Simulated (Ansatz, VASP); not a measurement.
**H in VASP and in Ansatz**

File POSCAR:

```
H
1.0
   -1.6492461082      1.6492461082      2.0584739900
    1.6492461082     -1.6492461082      2.0584739900
    1.6492461082      1.6492461082     -2.0584739900
H
2
Direct
    0.9098622900      0.9098622900      0.0000000000
    0.0901377100      0.0901377100      0.0000000000
```

Contents of INCAR.step1:

```
SYSTEM = H
  ALGO = Normal
  EDIFF = 1E-4
  ENCUT = 520
  GGA = PE
  ISMEAR = 0
  LASPH = .TRUE.
  LCHARG = .FALSE.
  LREAL = .FALSE.
  LWAVE = .TRUE.
  NBANDS = 8
  NELM = 100
  PREC = Accurate
  SIGMA = 0.05
```

The input INCAR.step2:

```
SYSTEM = H
  ALGO = Normal
  EDIFF = 1E-7
  ENCUT = 520
  ISIF = 2
  ISMEAR = 0
  ISTART = 1
  LASPH = .TRUE.
  LCHARG = .TRUE.
  LELF = .TRUE.
  LMIXTAU = .TRUE.
  LREAL = .FALSE.
  LVHAR = .TRUE.
  LWAVE = .FALSE.
  METAGGA = R2SCAN
  NBANDS = 8
  NELM = 100
  PREC = Accurate
  SIGMA = 0.05
```

KPOINTS

```
k-points
0
G
  10 10 10
  0 0 0
```

Input for Ansatz:

```yaml
crystal:
  lattice:
    - [-1.6492461082, 1.6492461082, 2.05847399]
    - [1.6492461082, -1.6492461082, 2.05847399]
    - [1.6492461082, 1.6492461082, -2.05847399]
  atoms:
    - { symbol: H, position: [0.90986229, 0.90986229, 0.0] }
    - { symbol: H, position: [0.09013771, 0.09013771, 0.0] }
basis:
  ecutwfc: 500
kpoints:
  mp_grid: { grid: [10, 10, 10] }
hamiltonian:
  xc: r2scan
scf:
  occupations: { method: gaussian, width: 0.05 }
output:
  forces: true
  stress: true
  eigenvalues: true
```

Change from the starting cell: strain -0.0250 x Voigt [1, 1, 0, 0, 0, 0], atoms carried along.

Alike in both runs: task single point; functional r2SCAN; k mesh 10 × 10 × 10; occupations gaussian, width 0.05 eV; no spin polarisation.

|  | VASP | Ansatz |
| --- | --- | --- |
| version | VASP 6.6.1 | Ansatz 0.2.0 |
| potentials or method | VASP PAW PBE potentials, release 64 (H) | scalar-relativistic, plane waves, PAW |
| plane-wave cutoff (eV) | 520 | 500 |
| valence electrons in the cell | 2 | 2 |

```tsv
	VASP	Ansatz	Ansatz less VASP
gap on the k mesh at the Fermi level (eV)	9.59	9.58	-0.013
least direct gap on the mesh (eV)	10.46	10.45	-0.012
pressure (GPa)	0.1	0.3	+0.22
rms of the force components (eV/Å)	0.003	0.006	+0.0031
```

Atom by atom the forces differ by 0.003 eV/Å (rms over components).

Caveats: the PAW data sets were made with another functional, which shifts forces and pressure a little (VASP). A k mesh can miss the band edges.
